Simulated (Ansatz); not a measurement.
Ge3N4: a ladder of calculations

Cell of run 1: a COD entry.

Space group Fd-3m:1 (No. 227); a = 8.3091 Å.

```
site  Wyckoff  site symmetry       x       y       z
 Ge1      16d           .-3m  0.1250  0.1250  0.6250
 Ge5       8a           -43m  0.5000  0.5000  0.0000
   N      32e            .3m  0.8832  0.8832  0.3832
```

One atom of each set is listed; the run and its k-mesh use a cell of 14 atoms with edges of 5.88, 5.88, 5.88 Å.

Relaxed positions (PBE, cell held):

Ge1 (0.1250, 0.1250, 0.6250)
Ge5 (0.5000, 0.5000, 0.0000)
N (0.8832, 0.8832, 0.3832)

All runs are DFT with Ansatz 0.2.0 (plane waves and PAW, scalar-relativistic unless spin–orbit coupling is named, Γ-centred meshes, Fermi–Dirac smearing where given) in this cell.

Run 1: PBE, atoms as given; 420 eV, 6×6×6 k-points, smearing 0.02 eV.
Run 2: r2SCAN, at the relaxed atoms; 500 eV, 6×6×6 k-points, smearing 0.02 eV.
Run 3: PBE with spin–orbit coupling, at the relaxed atoms; 420 eV, 6×6×6 k-points, smearing 0.02 eV.
Run 4: LDA, at the relaxed atoms; 420 eV, 6×6×6 k-points, smearing 0.02 eV.
Run 5: PBEsol, at the relaxed atoms; 420 eV, 6×6×6 k-points, smearing 0.02 eV.

| run | Ge1 V_zz (η) | N V_zz (η) |
| --- | --- | --- |
| 1 | -0.23 (0.00) | 4.23 (0.00) |
| 2 | ? | ? |
| 3 | -0.24 (0.00) | 4.23 (0.00) |
| 4 | -0.29 (0.00) | 4.16 (0.00) |
| 5 | -0.29 (0.00) | 4.13 (0.00) |

V_zz in 10²¹ V/m²; 2 of the 3 sets of like atoms are followed.

(1) Estimate the row of run 2.

Answers

(1) Ge1: -0.054 (0.00); N: 4.30 (0.00). It lies nearest to run 1, from whose tensors on these sites it differs by 0.18 at most (largest principal value of the difference, on Ge1). Taken one at a time, the functional (between the two that differ most) moves the tensors on these sites by up to 0.24 (largest principal value of the change, on Ge1), spin–orbit coupling by 0.00.

The cell isn't the equilibrium one in runs 2, 4, 5 (calculated pressure -8, -12, -6 GPa), and the entry's cell may itself be off.
